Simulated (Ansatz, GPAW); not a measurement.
# ZnS with PBE in single-zeta orbitals from a Python script

These are simulated results from GPAW 26.7.0, not measurements. The cell was built from a prototype and was relaxed with r2SCAN in plane waves (Ansatz 0.2.0). Not every such cell is a known phase. All runs are without spin polarisation.

Space group Fm-3m (No. 225), cubic; conventional cell a = 5.062 Å, 16.21 Å³ an atom. Zn has 6 S at 2.53 Å; S has 6 Zn at 2.53 Å.

The basis is minimal: single zeta, one radial function for each shell that the log's basis lists. It describes the filled bands fairly and the empty ones poorly.

run.py reads:

```python
import json
from ase import Atoms
from gpaw import GPAW, PW, FermiDirac

atoms = Atoms(['Zn', 'S'],
              cell=[[0.0, 2.53102274, 2.53102274], [2.53102274, 0.0, 2.53102274], [2.53102274, 2.53102274, 0.0]],
              scaled_positions=[[0.0, 0.0, 0.0], [0.5, 0.5, 0.5]],
              pbc=True)
calc = GPAW(mode='lcao', basis='sz(dzp)', h=0.2, xc='PBE', kpts={'size': (6, 6, 6), 'gamma': True},
            occupations=FermiDirac(0.02), maxiter=100, legacy_gpaw=True, txt='gpaw.txt')
atoms.calc = calc
res = {'energy': atoms.get_potential_energy(force_consistent=True)}
res['electrons'] = calc.get_number_of_electrons()
res['k'] = calc.get_ibz_k_points().tolist()
res['levels'] = [calc.get_eigenvalues(kpt=i).tolist() for i in range(len(res['k']))]
points = [[0.0, 0.0, 0.0], [0.5, 0.0, 0.5], [0.625, 0.25, 0.625], [0.375, 0.375, 0.75], [0.5, 0.5, 0.5], [0.5, 0.25, 0.75], [0.1875, 0.1875, 0.375]]
bands = calc.fixed_density(kpts=points, symmetry='off', txt='bands.txt')
res['points'] = [bands.get_eigenvalues(kpt=i).tolist() for i in range(len(points))]
json.dump(res, open('results.json', 'w'))
print('free energy (eV):', round(res['energy'], 5))
```

Command: `python run.py`. It took 11 s on 1 thread of Arm Neoverse V1 (shared host), peak memory 0.15 GiB.

The log gpaw.txt, trimmed of paths, versions and times, then the last line on the terminal. An iter line gives the energy in eV and the logarithms of the changes of orbitals (plane waves alone) and density (c: converged):

```
___ ___ ___ _ _ _
 |   |   |_  | | | |

 | | | | | . | | | |

 |__ |  _|___|_____|  26.7.0
 |___|_|

Input parameters:
  basis: sz(dzp)
  h: 0.2
  kpts: {gamma: True,
         size: (6, 6, 6)}
  maxiter: 100
  mode: lcao
  occupations: {fixmagmom: False,
                name: fermi-dirac,
                width: 0.02}
  xc: PBE

System changes: positions, numbers, cell, pbc, initial_charges, initial_magmoms

Initialize ...

species:
  Zn:
    name:    Zinc
    Z:       30.0
    valence: 12
    core:    18
    charge:  0.0  # [|e|]
    compensation charges:
      type: gauss
      rc: 0.37  # [Å]
      lmax: 2
    cutoffs:
      filter: 2.14  # [Å]
      core: 2.28  # [Å]
    projectors
    | kind |    occ | energy [eV] | rcut [Å] |

    |------|--------|-------------|----------|

    |   4s |  2.000 |      -5.977 |    1.286 |

    |   4p |  0.000 |      -1.117 |    1.270 |

    |   3d | 10.000 |     -10.142 |    1.180 |

    |    s |        |      21.234 |    1.286 |

    |    p |        |      26.095 |    1.270 |

    |    d |        |      17.070 |    1.180 |

    LCAO basis set for Zn:
      Name: sz(dzp)
      Number of radial functions: 3
      Number of spherical harmonics: 9
        l=0, rc=8.1562 Bohr: 4s-sz confined orbital
        l=1, rc=12.4062 Bohr: 4p-sz confined orbital
        l=2, rc=4.3594 Bohr: 3d-sz confined orbital
      Number of RI-basis functions 0

  S:
    name:    Sulfur
    Z:       16.0
    valence: 6
    core:    10
    charge:  0.0  # [|e|]
    compensation charges:
      type: gauss
      rc: 0.24  # [Å]
      lmax: 2
    cutoffs:
      filter: 1.77  # [Å]
      core: 1.66  # [Å]
    projectors
    | kind |    occ | energy [eV] | rcut [Å] |

    |------|--------|-------------|----------|

    |   3s |  2.000 |     -17.254 |    0.974 |

    |   3p |  4.000 |      -7.008 |    0.979 |

    |    s |        |       9.957 |    0.974 |

    |    p |        |      20.203 |    0.979 |

    |    d |        |       0.000 |    0.900 |

    LCAO basis set for S:
      Name: sz(dzp)
      Number of radial functions: 2
      Number of spherical harmonics: 4
        l=0, rc=5.5156 Bohr: 3s-sz confined orbital
        l=1, rc=6.9375 Bohr: 3p-sz confined orbital
      Number of RI-basis functions 0

Reference energy: -59718.946550  # eV

Spin-paired calculation

Convergence criteria:
 Maximum [total energy] change in last 3 cyles: 0.0005 eV / valence electron
 Maximum integral of absolute [dens]ity change: 0.0001 electrons / valence electron
 Maximum integral of absolute [eigenst]ate change: 4e-08 eV^2 / valence electron
 Maximum number of scf [iter]ations: 100
 (Square brackets indicate name in SCF output, whereas a 'c' in
 the SCF output indicates the quantity has converged.)

Symmetries present (total): 48

  ( 1  0  0)  ( 1  0  0)  ( 1  0  0)  ( 1  0  0)  ( 1  0 -1)  ( 1  0 -1)
  ( 1  0 -1)  ( 1 -1  0)  ( 0  1  0)  ( 0  0  1)  ( 1  0  0)  ( 1 -1  0)
  ( 1 -1  0)  ( 1  0 -1)  ( 0  0  1)  ( 0  1  0)  ( 1 -1  0)  ( 1  0  0)

  ( 1  0 -1)  ( 1  0 -1)  ( 1 -1  0)  ( 1 -1  0)  ( 1 -1  0)  ( 1 -1  0)
  ( 0  1 -1)  ( 0  0 -1)  ( 1  0  0)  ( 1  0 -1)  ( 0 -1  1)  ( 0 -1  0)
  ( 0  0 -1)  ( 0  1 -1)  ( 1  0 -1)  ( 1  0  0)  ( 0 -1  0)  ( 0 -1  1)

  ( 0  1  0)  ( 0  1  0)  ( 0  1  0)  ( 0  1  0)  ( 0  1 -1)  ( 0  1 -1)
  ( 1  0  0)  ( 0  1 -1)  ( 0  0  1)  (-1  1  0)  ( 1  0 -1)  ( 0  1  0)
  ( 0  0  1)  (-1  1  0)  ( 1  0  0)  ( 0  1 -1)  ( 0  0 -1)  (-1  1  0)

  ( 0  1 -1)  ( 0  1 -1)  ( 0  0  1)  ( 0  0  1)  ( 0  0  1)  ( 0  0  1)
  ( 0  0 -1)  (-1  1  0)  ( 1  0  0)  ( 0  1  0)  ( 0 -1  1)  (-1  0  1)
  ( 1  0 -1)  ( 0  1  0)  ( 0  1  0)  ( 1  0  0)  (-1  0  1)  ( 0 -1  1)

  ( 0  0 -1)  ( 0  0 -1)  ( 0  0 -1)  ( 0  0 -1)  ( 0 -1  1)  ( 0 -1  1)
  ( 1  0 -1)  ( 0  1 -1)  ( 0 -1  0)  (-1  0  0)  ( 1 -1  0)  ( 0  0  1)
  ( 0  1 -1)  ( 1  0 -1)  (-1  0  0)  ( 0 -1  0)  ( 0 -1  0)  (-1  0  1)

  ( 0 -1  1)  ( 0 -1  1)  ( 0 -1  0)  ( 0 -1  0)  ( 0 -1  0)  ( 0 -1  0)
  ( 0 -1  0)  (-1  0  1)  ( 1 -1  0)  ( 0  0 -1)  ( 0 -1  1)  (-1  0  0)
  ( 1 -1  0)  ( 0  0  1)  ( 0 -1  1)  (-1  0  0)  ( 1 -1  0)  ( 0  0 -1)

  (-1  1  0)  (-1  1  0)  (-1  1  0)  (-1  1  0)  (-1  0  1)  (-1  0  1)
  ( 0  1  0)  ( 0  1 -1)  (-1  0  1)  (-1  0  0)  ( 0  0  1)  ( 0 -1  1)
  ( 0  1 -1)  ( 0  1  0)  (-1  0  0)  (-1  0  1)  ( 0 -1  1)  ( 0  0  1)

  (-1  0  1)  (-1  0  1)  (-1  0  0)  (-1  0  0)  (-1  0  0)  (-1  0  0)
  (-1  1  0)  (-1  0  0)  ( 0  0 -1)  ( 0 -1  0)  (-1  1  0)  (-1  0  1)
  (-1  0  0)  (-1  1  0)  ( 0 -1  0)  ( 0  0 -1)  (-1  0  1)  (-1  1  0)

216 k-points: 6 x 6 x 6 Monkhorst-Pack grid + [1/12,1/12,1/12]
16 k-points in the irreducible part of the Brillouin zone
       k-points in crystal coordinates                weights
   0:     0.00000000    0.00000000    0.00000000          1/216
   1:     0.16666667    0.16666667    0.00000000          6/216
   2:     0.16666667    0.16666667    0.16666667          8/216
   3:     0.33333333    0.16666667    0.16666667         12/216
   4:     0.33333333    0.33333333   -0.33333333         12/216
   5:     0.33333333    0.33333333    0.00000000          6/216
   6:     0.33333333    0.33333333    0.16666667         24/216
   7:     0.33333333    0.33333333    0.33333333          8/216
   8:     0.50000000    0.33333333   -0.33333333         24/216
   9:     0.50000000    0.33333333   -0.16666667         12/216
          ...
  15:     0.50000000    0.50000000    0.50000000          4/216

Wave functions: LCAO
  Diagonalizer: Serial LAPACK
  Atomic Correction: dense with blas
  Data-type: complex

Occupation numbers: Fermi-Dirac:
  width: 0.0200  # eV

Eigensolver
   LCAO using direct dense diagonalizer

Densities:
  Coarse grid: 16*16*16 grid
  Fine grid: 32*32*32 grid
  Total Charge: 0.000000

Density mixing:
  Method: separate
  Backend: msr1
  Linear mixing parameter: 0.05
  old densities: 10
  Width of damping distribution: 1.1
  Damping of long wavelength oscillations: 20

Hamiltonian:
  XC and Coulomb potentials evaluated on a 32*32*32 grid
  Using the PBE Exchange-Correlation functional
  Interpolation: tri-quintic (5. degree polynomial)
  Poisson solver: FastPoissonSolver using
    Stencil: 12*3+1=37 point O(h^6) finite-difference Laplacian
    FFT axes: [np.int64(0), np.int64(1), np.int64(2)]
    FST axes: []

XC parameters: PBE with 2 nearest neighbor stencil

Memory estimate:
  Process memory now: 111.34 MiB
  Calculator: 14.49 MiB
    Density: 8.63 MiB
      Arrays: 0.81 MiB
      Localized functions: 7.19 MiB
      Mixer: 0.62 MiB
    Hamiltonian: 1.03 MiB
      Arrays: 0.53 MiB
      XC: 0.00 MiB
      Poisson: 0.00 MiB
      vbar: 0.50 MiB
    Wavefunctions: 4.83 MiB
      C [qnM]: 0.04 MiB
      S, T [2 x qmm]: 0.08 MiB
      P [aqMi]: 0.01 MiB
      BasisFunctions: 4.70 MiB
      Eigensolver: 0.00 MiB

Total number of cores used: 1

Number of atoms: 2
Number of atomic orbitals: 13
Number of bands in calculation: 13
Number of valence electrons: 18
Bands to converge: occupied
Positions:
   0 Zn     0.000000    0.000000    0.000000    ( 0.0000,  0.0000,  0.0000)
   1 S      2.531023    2.531023    2.531023    ( 0.0000,  0.0000,  0.0000)

Unit cell:
           periodic     x           y           z      points  spacing
  1. axis:    yes    0.000000    2.531023    2.531023    16     0.1827
  2. axis:    yes    2.531023    0.000000    2.531023    16     0.1827
  3. axis:    yes    2.531023    2.531023    0.000000    16     0.1827

  Lengths:   3.579407   3.579407   3.579407
  Angles:   60.000000  60.000000  60.000000

Effective grid spacing dv^(1/3) = 0.1993

iter:   1    -4.918980        c
iter:   2    -4.895009        c -1.23
iter:   3    -4.794319        c -1.26
iter:   4    -4.791535        c -2.12
iter:   5    -4.791467c       c -2.53
iter:   6    -4.791470c       c -3.47
iter:   7    -4.791469c       c -4.63c

Converged after 7 iterations.

Energy contributions relative to reference atoms: (reference = -59718.946550)

Kinetic:        +39.782327
Potential:      -32.989807
External:        +0.000000
XC:             -11.750881
Entropy (-ST):   -0.000215
Local:           +0.166999
SIC:             +0.000000
--------------------------
Free energy:     -4.791577
Extrapolated:    -4.791469

Showing only first 2 kpts
 Kpt  Band  Eigenvalues  Occupancy
  0     7      5.62935    2.00000
  0     8      5.63074    2.00000
  0     9      8.21864    0.00000
  0    10     18.32139    0.00000

  1     7      5.13527    2.00000
  1     8      5.13598    2.00000
  1     9     10.45281    0.00000
  1    10     14.74455    0.00000

Fermi level: 6.47923

Gap: 0.161 eV
Transition (v -> c):
  (s=0, k=3, n=8, [0.33, 0.17, 0.17]) -> (s=0, k=12, n=9, [0.50, 0.50, 0.00])
Direct/indirect transitions are different
Direct gap: 2.588 eV
Transition at: (s=0, k=0, n=8, [0.00, 0.00, 0.00])

free energy (eV): -4.79158
```

The gap in the log is over the mesh alone; results.json adds the listed points. PBE in single-zeta orbitals gives a gap of 0.12 eV. On the same cell, plane-wave PBE (Ansatz, 8×8×8 k points and the special points) gives no gap (an overlap of 0.30 eV at the points read) and r2SCAN a gap of 0.13 eV; on shared hosts these took about 1.2 and 3.5 core-seconds on the 2-atom cell, against 11 for the script. Semilocal gaps usually lie below measured ones.
